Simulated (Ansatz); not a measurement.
# SnO films: biaxial stress and wafer bow

Plane-wave DFT in Ansatz, PBEsol, scalar-relativistic PAW potentials, cutoff 420 eV, no spin-orbit coupling; no spin polarisation. SnO in space group P4/nmm, strained equally along a and b of the conventional cell, with c and the atoms relaxed within the symmetry (a film with c along the normal). Stress is the in-plane mean, tension positive.

```tsv
strain (%)	stress (GPa)	E − E(0) (meV/atom)
-6.0	-13.51	77.0
-4.0	-8.11	32.2
-2.0	-3.62	7.8
+0.0	-0.01	0.0
+2.0	?	7.0
+4.0	5.99	27.1
```

Fit the stress, get the biaxial modulus and predict the missing row.

A parabola through the given rows is σ = 0.16 + 1.773 ε -0.0819 ε² GPa (ε in %), so M = dσ/dε = 177 GPa at zero. It predicts 3.38 GPa at +2.0 %; the run gave 3.23 GPa. The miss is 0.15 GPa, so the fit holds. The negative square term means that the film is stiffer in compression than in tension. The energies check it: E/V = Mε² at small strain, and a cubic fit with V = 17.21 Å³/atom gives M = 173 GPa, in agreement.

How much does a 100 nm film at -0.3 % strain bow a 300 mm Si(001) wafer 775 μm thick?

The fit, without its small constant, gives σ = -0.54 GPa. Stoney's formula, κ = 6σt_f/(M_s t_s²) with M_s = 180.5 GPa for Si(001) (literature), gives |κ| = 2.99×10⁻³ m⁻¹ and a bow κr²/2 = 33.6 μm at r = 150 mm, with the film side convex (compression pushes the centre up). This assumes a single-crystal or fully textured, unrelaxed film at 0 K.

The gap is zero at -6.0, -4.0, -2.0, +0.0 % and open in the other rows; where it is zero the stresses hang on mesh and smearing, and a semilocal functional can close a small gap that the real crystal has.

Cost: about 13 core-minutes for the runs cited, on Arm Neoverse V2 (shared hosts).

SnO resists in-plane strain more strongly the further it is compressed, and the energies show the same asymmetry as the stresses. This is the usual anharmonicity of bonding: repulsion between closed shells rises steeply as the Sn–O network is squeezed, while the restoring force weakens as it is stretched. The modulus of 177 GPa probably reflects mainly this network within the layers, since the contacts between layers, across the Sn lone pairs, are soft and let the film relax along its normal.

Unstrained SnO is known to be a semiconductor with a small indirect gap, so the zero gap found here most likely reflects the functional's underestimate and is no evidence of a metal. The opening under tension suggests weaker overlap of the Sn 5p states that form the conduction-band edge, but the strain at which the real gap would close remains open. The bow of 33.6 μm is the response to a chosen strain, not a prediction of the strain that deposition and cooling would leave.
